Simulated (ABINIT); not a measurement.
# ZrN (Fm-3m) in ABINIT: single point with PBE

Aim: the single point of ZrN with PBE.

Everything below comes from runs of ABINIT 10.8.3 (patched build). Logs are shortened: lines on timing, memory, paths and dates and some standing lists are left out, and cuts for length are marked. The log counts tension as positive stress, the text compression.

### Step 1. The structure

Symmetry: Fm-3m, No. 225, cubic system. Conventional cell: a = 4.600 Å, b = 4.600 Å, c = 4.600 Å, α = 90.00°, β = 90.00°, γ = 90.00°. Zr (site symmetry m-3m) is surrounded by 6 N at 2.30 Å. N (site symmetry m-3m) has 6 Zr at 2.30 Å as nearest neighbours.

### Step 2. Single point, PBE

run.abi

```
# Pseudopotentials
pp_dirpath "./"
pseudos "Zr.upf, N.upf"

# Structure
acell 3*1.0
rprim
     0.0000000000     4.3463700866     4.3463700866
     4.3463700866     0.0000000000     4.3463700866
     4.3463700866     4.3463700866     0.0000000000
ntypat 2
znucl 40 7
natom 2
typat 1 2
xred
     0.5000000000     0.5000000000     0.5000000000
     0.0000000000     0.0000000000     0.0000000000

# Plane-wave basis
ecut 952.398519 eV

# k points
kptopt 1
ngkpt 8 8 8
nshiftk 1
shiftk 0.0 0.0 0.0

# Exchange and correlation
ixc 11

# Bands and occupations
nband 13
occopt 3
tsmear 0.05 eV

# SCF cycle
nstep 100
tolvrs 1.0e-10

# Output
iomode 3
prtwf 0
prtden 0
prteig 0
prtebands 0
```

Potentials or basis: PseudoDojo NC SR PBE v0.4.1 standard.

On the command line:

```bash
mpirun --bind-to none -np 4 abinit run.abi > log 2>&1
```

run.abo:

```text
.Version 10.8.3 of ABINIT
 Symmetries : space group Fm -3 m (#225); Bravais cF (face-center cubic)
================================================================================
 Values of the parameters that define the memory need of the present run
     intxc =       0    ionmov =       0      iscf =       7    lmnmax =       6
     lnmax =       6     mgfft =      36  mpssoang =       3    mqgrid =    3001
     natom =       2  nloc_mem =       1    nspden =       1   nspinor =       1
    nsppol =       1      nsym =      48    n1xccc =    2501    ntypat =       2
    occopt =       3   xclevel =       2
       mpw =        1634          nfft =       46656          nkpt =          29
================================================================================
================================================================================

--------------------------------------------------------------------------------
------------- Echo of variables that govern the present computation ------------
--------------------------------------------------------------------------------
 -outvars: echo values of preprocessed input variables --------
            acell      1.0000000000E+00  1.0000000000E+00  1.0000000000E+00 Bohr
              amu      9.12240000E+01  1.40067400E+01
             ecut      3.50000000E+01 Hartree
              ixc          11
         kptrlatt        8    0    0      0    8    0      0    0    8
          kptrlen      4.91735642E+01
            natom           2
            nband          13
            ngfft          36      36      36
             nkpt          29
            nstep         100
             nsym          48
           ntypat           2
           occopt           3
           prtden           0
        prtebands           0
           prteig           0
            prtwf           0
            rprim      0.0000000000E+00  4.3463700866E+00  4.3463700866E+00
                       4.3463700866E+00  0.0000000000E+00  4.3463700866E+00
                       4.3463700866E+00  4.3463700866E+00  0.0000000000E+00
          spgroup         225
           tolvrs      1.00000000E-10
           tsmear      1.83746611E-03 Hartree
            typat      1  2
           xangst      2.2999999984E+00  2.2999999984E+00  2.2999999984E+00
                       0.0000000000E+00  0.0000000000E+00  0.0000000000E+00
            xcart      4.3463700866E+00  4.3463700866E+00  4.3463700866E+00
                       0.0000000000E+00  0.0000000000E+00  0.0000000000E+00
             xred      5.0000000000E-01  5.0000000000E-01  5.0000000000E-01
                       0.0000000000E+00  0.0000000000E+00  0.0000000000E+00
            znucl       40.00000    7.00000

================================================================================

 chkinp: Checking input parameters for consistency.

================================================================================
== DATASET  1 ==================================================================

--- !DatasetInfo
iteration_state: {dtset: 1, }
dimensions: {natom: 2, nkpt: 29, mband: 13, nsppol: 1, nspinor: 1, nspden: 1, mpw: 1634, }
cutoff_energies: {ecut:  35.0, pawecutdg:  -1.0, }
electrons: {nelect:   1.70000000E+01, charge:   0.00000000E+00, occopt:   3.00000000E+00, tsmear:   1.83746611E-03, }
meta: {optdriver: 0, ionmov: 0, optcell: 0, iscf: 7, paral_kgb: 0, }
...

 Exchange-correlation functional for the present dataset will be:
  GGA: Perdew-Burke-Ernzerhof functional - ixc=11
  J.P.Perdew, K.Burke, M.Ernzerhof, PRL 77, 3865 (1996)

 Real(R)+Recip(G) space primitive vectors, cartesian coordinates (Bohr,Bohr^-1):
 R(1)=  0.0000000  4.3463701  4.3463701  G(1)= -0.1150385  0.1150385  0.1150385
 R(2)=  4.3463701  0.0000000  4.3463701  G(2)=  0.1150385 -0.1150385  0.1150385
 R(3)=  4.3463701  4.3463701  0.0000000  G(3)=  0.1150385  0.1150385 -0.1150385
 Unit cell volume ucvol=  1.6421397E+02 bohr^3
 Angles (23,13,12)=  6.00000000E+01  6.00000000E+01  6.00000000E+01 degrees

 getcut: wavevector=  0.0000  0.0000  0.0000  ngfft=  36  36  36
         ecut(hartree)=     35.000   => boxcut(ratio)=   2.19918

--- Pseudopotential description ------------------------------------------------
- pspini: atom type   1  psp file is ./Zr.upf
12 -101130 2 -1 1622                          pspcod,pspxc,lmax,lloc,mmax
     nproj     2     2     2

- pspini: atom type   2  psp file is ./N.upf
12 -101130 1 -1 1058                          pspcod,pspxc,lmax,lloc,mmax
     nproj     2     2     0

   4.08144856E+02                                ecore*ucvol(ha*bohr**3)
--------------------------------------------------------------------------------

================================================================================

--- !BeginCycle
iteration_state: {dtset: 1, }
solver: {iscf: 7, nstep: 100, nline: 4, wfoptalg: 0, }
tolerances: {tolvrs: 1.00E-10, }
...

     iter   Etot(hartree)      deltaE(h)  residm     vres2
 ETOT  1  -60.920946912639    -6.092E+01 1.459E-01 8.925E+02
 ETOT  2  -60.687864785407     2.331E-01 3.003E-01 2.028E+03
 ETOT  3  -61.118985110495    -4.311E-01 1.152E-02 1.505E+01
 ETOT  4  -61.122556817810    -3.572E-03 5.115E-03 1.029E-01
 ETOT  5  -61.122501404597     5.541E-05 6.165E-04 3.290E-01
 ETOT  6  -61.122577075388    -7.567E-05 2.303E-03 1.455E-02
 ETOT  7  -61.122580149792    -3.074E-06 7.285E-04 4.008E-04
 ETOT  8  -61.122580239281    -8.949E-08 4.709E-04 4.259E-06
 ETOT  9  -61.122580240226    -9.452E-10 6.882E-04 3.270E-08
 ETOT 10  -61.122580240234    -7.951E-12 2.130E-04 2.131E-10
 ETOT 11  -61.122580240234     3.197E-13 5.430E-04 1.057E-12

 At SCF step   11       vres2   =  1.06E-12 < tolvrs=  1.00E-10 =>converged.

 Cartesian components of stress tensor (hartree/bohr^3)
  sigma(1 1)=  3.37478119E-05  sigma(3 2)=  0.00000000E+00
  sigma(2 2)=  3.37478119E-05  sigma(3 1)=  0.00000000E+00
  sigma(3 3)=  3.37478119E-05  sigma(2 1)=  0.00000000E+00

--- !ResultsGS
iteration_state: {dtset: 1, }
comment   : Summary of ground state results
lattice_vectors:
- [  0.0000000,   4.3463701,   4.3463701, ]
- [  4.3463701,   0.0000000,   4.3463701, ]
- [  4.3463701,   4.3463701,   0.0000000, ]
lattice_lengths: [   6.14670,    6.14670,    6.14670, ]
lattice_angles: [ 60.000,  60.000,  60.000, ] # degrees, (23, 13, 12)
lattice_volume:   1.6421397E+02
convergence: {deltae:  3.197E-13, res2:  1.057E-12, residm:  5.430E-04, diffor: null, }
etotal    :  -6.11225802E+01
entropy   :   0.00000000E+00
fermie    :   5.01179347E-01
cartesian_stress_tensor: # hartree/bohr^3
- [  3.37478119E-05,   0.00000000E+00,   0.00000000E+00, ]
- [  0.00000000E+00,   3.37478119E-05,   0.00000000E+00, ]
- [  0.00000000E+00,   0.00000000E+00,   3.37478119E-05, ]
pressure_GPa:  -9.9289E-01
xred      :
- [  5.0000E-01,   5.0000E-01,   5.0000E-01, Zr]
- [  0.0000E+00,   0.0000E+00,   0.0000E+00,  N]
cartesian_forces: # hartree/bohr
- [ -0.00000000E+00,  -0.00000000E+00,  -0.00000000E+00, ]
- [ -0.00000000E+00,  -0.00000000E+00,  -0.00000000E+00, ]
force_length_stats: {min:   0.00000000E+00, max:   0.00000000E+00, mean:   0.00000000E+00, }
...

 Integrated electronic density in atomic spheres:
 ------------------------------------------------
 Atom  Sphere_radius  Integrated_density
    1        2.00000          8.41650282
    2        2.00000          5.19179213
================================================================================

 ----iterations are completed or convergence reached----

 Mean square residual over all n,k,spin=   15.070E-07; max=  54.304E-05
 reduced coordinates (array xred) for    2 atoms
       0.500000000000      0.500000000000      0.500000000000
       0.000000000000      0.000000000000      0.000000000000
 rms dE/dt=  0.0000E+00; max dE/dt=  0.0000E+00; dE/dt below (all hartree)
    1       0.000000000000      0.000000000000      0.000000000000
    2       0.000000000000      0.000000000000      0.000000000000

 cartesian coordinates (angstrom) at end:
    1      2.29999999841887     2.29999999841887     2.29999999841887
    2      0.00000000000000     0.00000000000000     0.00000000000000

 cartesian forces (hartree/bohr) at end:
    1     -0.00000000000000    -0.00000000000000    -0.00000000000000
    2     -0.00000000000000    -0.00000000000000    -0.00000000000000
 frms,max,avg= 0.0000000E+00 0.0000000E+00   0.000E+00  0.000E+00  0.000E+00 h/b

 cartesian forces (eV/Angstrom) at end:
    1     -0.00000000000000    -0.00000000000000    -0.00000000000000
    2     -0.00000000000000    -0.00000000000000    -0.00000000000000
 frms,max,avg= 0.0000000E+00 0.0000000E+00   0.000E+00  0.000E+00  0.000E+00 e/A
 length scales=  1.000000000000  1.000000000000  1.000000000000 bohr
              =  0.529177210544  0.529177210544  0.529177210544 angstroms
 Fermi (or HOMO) energy (hartree) =   0.50118   Average Vxc (hartree)=  -0.46697
 Eigenvalues (hartree) for nkpt=  29  k points:
 kpt#   1, nband= 13, wtk=  0.00195, kpt=  0.0000  0.0000  0.0000 (reduced coord)
  -1.32326   -0.50123   -0.50123   -0.50123   -0.09517    0.40424    0.40424    0.40424
   0.48648    0.48648    0.48648    0.55858    0.55858
      occupation numbers for kpt#   1
   2.00000    2.00000    2.00000    2.00000    2.00000    2.00000    2.00000    2.00000
   1.99933    1.99933    1.99933    0.00000    0.00000
 prteigrs : prtvol=0 or 1, do not print more k-points.

--- !EnergyTerms
iteration_state     : {dtset: 1, }
comment             : Components of total free energy in Hartree
kinetic             :  2.14974331710709E+01
hartree             :  6.66897289137827E+00
xc                  : -1.31438699527160E+01
Ewald energy        : -5.20899980134543E+01
psp_core            :  2.48544537403948E+00
local_psp           : -3.09190438575720E+01
non_local_psp       :  4.37883760312565E+00
internal            : -6.11222227841280E+01
'-kT*entropy'       : -3.57456106032759E-04
total_energy        : -6.11225802402340E+01
total_energy_eV     : -1.66323013926797E+03
band_energy         : -3.48716844407565E+00
...

 Cartesian components of stress tensor (hartree/bohr^3)
  sigma(1 1)=  3.37478119E-05  sigma(3 2)=  0.00000000E+00
  sigma(2 2)=  3.37478119E-05  sigma(3 1)=  0.00000000E+00
  sigma(3 3)=  3.37478119E-05  sigma(2 1)=  0.00000000E+00

-Cartesian components of stress tensor (GPa)         [Pressure= -9.9289E-01 GPa]
- sigma(1 1)=  9.92894906E-01  sigma(3 2)=  0.00000000E+00
- sigma(2 2)=  9.92894906E-01  sigma(3 1)=  0.00000000E+00
- sigma(3 3)=  9.92894906E-01  sigma(2 1)=  0.00000000E+00

== END DATASET(S) ==============================================================
================================================================================

 -outvars: echo values of variables after computation  --------
            acell      1.0000000000E+00  1.0000000000E+00  1.0000000000E+00 Bohr
           etotal     -6.1122580240E+01
            fcart     -0.0000000000E+00 -0.0000000000E+00 -0.0000000000E+00
                      -0.0000000000E+00 -0.0000000000E+00 -0.0000000000E+00
            rprim      0.0000000000E+00  4.3463700866E+00  4.3463700866E+00
                       4.3463700866E+00  0.0000000000E+00  4.3463700866E+00
                       4.3463700866E+00  4.3463700866E+00  0.0000000000E+00
           strten      3.3747811905E-05  3.3747811905E-05  3.3747811905E-05
                       0.0000000000E+00  0.0000000000E+00  0.0000000000E+00
           xangst      2.2999999984E+00  2.2999999984E+00  2.2999999984E+00
                       0.0000000000E+00  0.0000000000E+00  0.0000000000E+00
             xred      5.0000000000E-01  5.0000000000E-01  5.0000000000E-01
                       0.0000000000E+00  0.0000000000E+00  0.0000000000E+00
 Calculation completed.
```

Run time: 6.6 s. Hardware: 4 MPI ranks of Arm Neoverse V2, shared host; peak memory 0.24 GiB.

Results:

| Item | Value |
| --- | --- |
| Free energy | -1663.2301 eV |
| Pressure | -1.0 GPa |
| Band gap on the k mesh | none (metal or under the smearing width) |
| Valence electrons inside the program's atomic spheres | Zr 8.42; N 5.19 |
